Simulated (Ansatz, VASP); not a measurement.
# Cd in VASP and in Ansatz

Contents of INCAR:

```
SYSTEM = Cd
PREC = Accurate
ENCUT = 520
EDIFF = 1E-7
ISMEAR = -1
SIGMA = 0.1
LREAL = .False.
LASPH = .True.
NELM = 60
ALGO = Normal
ISIF = 2
LWAVE = .False.
LCHARG = .False.
GGA = RE
NBANDS = 12
```

File KPOINTS:

```
regular mesh
0
Gamma
  14 14 14
  0 0 0
```

POSCAR

```
Cd
1.0
   -1.7793482203      1.7793482203      1.7793482203
    1.7793482203     -1.7793482203      1.7793482203
    1.7793482203      1.7793482203     -1.7793482203
Cd
1
Direct
    0.0000000000      0.0000000000      0.0000000000
```

Input for Ansatz:

```yaml
crystal:
  lattice:
    - [-1.7793482203, 1.7793482203, 1.7793482203]
    - [1.7793482203, -1.7793482203, 1.7793482203]
    - [1.7793482203, 1.7793482203, -1.7793482203]
  atoms:
    - { symbol: Cd, position: [0.0, 0.0, 0.0] }
hamiltonian:
  xc: revpbe
  pseudopotentials:
    kind: paw
    azcp:
      Cd: "pseudopotentials/Cd.paw.azcp"
basis:
  ecutwfc: 420
  fft_grid_basis: typed
kpoints:
  mp_grid: { grid: [14, 14, 14], shift: [0, 0, 0] }
magnetization:
  spin_polarized: false
scf:
  occupations: { method: fermi_dirac, width: 0.1 }
  lower_state_search: "off"
output:
  stress: true
```

Alike in both runs: task single point; functional revPBE; k mesh 14 × 14 × 14; occupations fermi-dirac, width 0.1 eV; no spin polarisation.

|  | VASP | Ansatz |
| --- | --- | --- |
| version | VASP 6.6.1 | Ansatz 0.2.0 |
| potentials or method | VASP PAW PBE potentials, release 64 (Cd) | plane waves (420 eV) with PAW, scalar-relativistic |
| plane-wave cutoff (eV) | 520 | 420 |
| valence electrons in the cell | 12 | 20 |

Ansatz gave:

* pressure (GPa): 3.3

Which values does VASP return?

Pressure (GPa): 3.6.

With one functional, cell and mesh, what is left measures potentials, basis and numerics. The two sets of potentials don't hold the same shells in valence.

Caveats: the PAW data sets were made with another functional, which shifts forces and pressure a little (VASP).
